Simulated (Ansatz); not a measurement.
The cell was built from the diamond type and relaxed in the same program; it needn't be a known or the stable phase. The listed cell was then made from it by scaling, straining or moving an atom.

Sr: DFT, PBE, all-electron PAW with datasets made for the crystal, scalar-relativistic (Ansatz 0.2.0). What sets it apart from a plain run of this crystal: atom 2 (Sr) moved by (0.2000, 0.0000, 0.0000) Å.

```yaml
crystal:
  lattice:
    - [0.0, 4.8091227721, 4.8091227721]
    - [4.8091227721, 0.0, 4.8091227721]
    - [4.8091227721, 4.8091227721, 0.0]
  atoms:
    - { symbol: Sr, position: [0.0, 0.0, 0.0] }
    - { symbol: Sr, position: [0.2292061869, 0.2707938131, 0.2707938131] }
kpoints:
  mp_grid: { grid: [11, 11, 11] }
scf:
  occupations: { method: fermi_dirac, width: 0.08 }
hamiltonian:
  xc: pbe
  pseudopotentials: { kind: all_electron, datasets: crystal }
output:
  forces: true
  stress: true
  eigenvalues: true
  efg: { contact_densities: true }
```

Output (standing set-up lines are left out):

```
Symmetry: 8 space group operations
Space group: Imma (ITA 74), of the structure as read, at distance tolerance 6.1e-5 Å
k-points: 216 of 1331
iter 1 solved again at ethr=1.65e-4 eV; its pass at ethr=1.00e-1 eV (dr2=3.29e-2 eV) is discarded
SCF iter   1: F=—  HF=-173036.278685 eV  |F-HF|=—  |Δ(HF+E_count)|=         —  Δρ=3.28e-3  dr2=3.35e-2  ethr=1.65e-4  ⟨swp⟩=11.4  Hψ=28033  notcnv=2
preconditioner: auto → LDOS  [metal: Δε(μ)=0.001 eV  Ē_g=1.855 eV  σ=0.080 eV  W_gap=0.00  n_scr=14 (ndim 8)  ℏωp=5.0 eV  f_vac=0.082  D(μ)=3.50/eV (n_scr^D=14)  β→1.0]
SCF iter   2: F=—  HF=-173036.306918 eV  |F-HF|=—  |Δ(HF+E_count)|=   2.82e-2  Δρ=1.14e-3  dr2=4.02e-3  ethr=1.65e-4  ⟨swp⟩=3.1  Hψ=7462  notcnv=0  defer=1
SCF iter   3: F=—  HF=-173036.314942 eV  |F-HF|=—  |Δ(HF+E_count)|=   8.02e-3  Δρ=4.54e-4  dr2=5.26e-4  ethr=2.01e-5  ⟨swp⟩=4.3  Hψ=9178  notcnv=0  defer=1
SCF iter   4: F=—  HF=-173036.315234 eV  |F-HF|=—  |Δ(HF+E_count)|=   2.92e-4  Δρ=2.46e-4  dr2=1.57e-4  ethr=2.63e-6  ⟨swp⟩=5.0  Hψ=9363  notcnv=0  defer=2
iter 5 solved again at ethr=4.22e-8 eV; its pass at ethr=7.83e-7 eV (dr2=8.43e-6 eV) is discarded
SCF iter   5: F=—  HF=-173036.315193 eV  |F-HF|=—  |Δ(HF+E_count)|=   4.12e-5  Δρ=3.95e-5  dr2=8.44e-6  ethr=4.22e-8  ⟨swp⟩=4.6  Hψ=15104  notcnv=0
SCF iter   6: F=—  HF=-173036.315206 eV  |F-HF|=—  |Δ(HF+E_count)|=   1.24e-5  Δρ=1.73e-5  dr2=2.15e-6  ethr=4.22e-8  ⟨swp⟩=3.9  Hψ=7441  notcnv=0
SCF iter   7: F=—  HF=-173036.315208 eV  |F-HF|=—  |Δ(HF+E_count)|=   2.34e-6  Δρ=4.34e-6  dr2=1.76e-7  ethr=1.07e-8  ⟨swp⟩=5.1  Hψ=8193  notcnv=0
SCF iter   8: F=-173036.315208 eV  HF=-173036.315208 eV  |F-HF|=2.04e-10  |Δ(HF+E_count)|=   5.79e-8  Δρ=1.36e-6  dr2=6.50e-9  ethr=8.81e-10  ⟨swp⟩=5.4  Hψ=8230  notcnv=0
SCF 1 converged in 8 iterations: F = -173036.315209 eV  dr2 = 6.50e-9
  Residual-converged pass: ⟨swp⟩=5.4  Hψ=8616  notcnv=0  max |occ|·‖R‖ = 5.2e-6 eV (tolerance 5.3e-6 eV)  dr2=6.43e-9  dr2_onsite=7.81e-10  max |Δocc| = 2.3e-7
  greatest PAW one-centre occupation: 0.987 electrons in one spin orbital (limit 2), on the Sr atom at site 1 (counted from 0), in its partial waves of l = 0
SCF converged after 8 iterations
Free energy (F): -173036.315209 eV
Harris-Foulkes:  -173036.315209 eV  (|F-HF|=2.04e-10)
Internal energy: -173036.242377 eV  (E = F + TS)
E sigma→0 (E₀):  -173036.278793 eV
Entropy (-TS):   -0.072831 eV (-36.416 meV/atom)
Past the cutoff: the bands carry plane waves up to 1.75 times it, of which those up to 1.5 times it add -0.000458 eV an atom, each by itself; the spheres take 0.000734 eV an atom off the energy for waves past 1.75 times it
By the cutoff:   a pressure is off by up to 0.005 GPa (1.2 times the spheres' own share and the shells' term, over an atom's volume, and 0.004 GPa: a bound that held against runs at twice the plane waves)
Past the cutoffs: a stress includes 0.0011 GPa for waves and charges beyond them, in addition to the slope of what the spheres take
In the spheres:  the bands' charges fall short by 4.4e-6 e at most (sound up to 1e-3)
Fermi energy:    1.859002 eV
--- Per-component energies (eV) ---
  The terms above E_closure are by the made datasets' own strengths, without shells solved beside the bands.
--- Forces (eV/Å), atoms counted from 1 ---
  atom   1  Sr     0.15863592    -0.00000000     0.00000000
  atom   2  Sr    -0.15863592     0.00000000    -0.00000000
  max |Σ_I F_I| component: 0.00e0 eV/Å
--- Stress (GPa, compression-positive) ---
       -0.019209      -0.000000       0.000000
       -0.000000       0.043253      -0.395185
        0.000000      -0.395185       0.043253
  P = ⅓ Tr σ = 0.0224 GPa (0.224 kbar)
--- PAW observables at the nuclei: V_zz in 10²¹ V/m², potentials from the cell's mean, atoms counted from 1 ---
  atom   1  Sr V_zz =    -0.499438   η = 0.9540   by run symmetry: allowed
            electrostatic potential = -5498.383415 V   contact ρ = 401169.283405 e/Å³
  atom   2  Sr V_zz =    -0.499438   η = 0.9540   by run symmetry: allowed
            electrostatic potential = -5498.383415 V   contact ρ = 401169.283405 e/Å³
--- Band table (eV; the first three rows and the last of 216) ---
  k-point 0: bands = ["-35.7788", "-35.7655", "-17.7690", "-17.7556", "-17.7460", "-17.7069", "-17.6896", "-17.6671", "-0.7962", "2.4982", "2.5021", "2.5276", "2.7264", "2.7488", "3.1652"]
  k-point 1: bands = ["-35.7785", "-35.7658", "-17.7688", "-17.7560", "-17.7467", "-17.7062", "-17.6890", "-17.6676", "-0.7528", "2.4455", "2.4997", "2.5035", "2.7427", "2.7664", "3.0719"]
  k-point 2: bands = ["-35.7778", "-35.7665", "-17.7681", "-17.7570", "-17.7487", "-17.7042", "-17.6875", "-17.6690", "-0.6249", "2.2265", "2.4983", "2.5009", "2.7629", "2.7741", "2.8743"]
  k-point 215: bands = ["-35.7764", "-35.7679", "-17.7740", "-17.7632", "-17.7352", "-17.7149", "-17.6858", "-17.6621", "0.0815", "1.4877", "1.9259", "2.4585", "2.6279", "2.6880", "2.8033"]
  guard bands above this table: 0 of the run's 15 bands, where the rule asks 2: the bands that hold charge and the lowest empty level above them stay in the table. A level can be missing at the table's top as with no guard band: raise scf.n_extra_bands
```
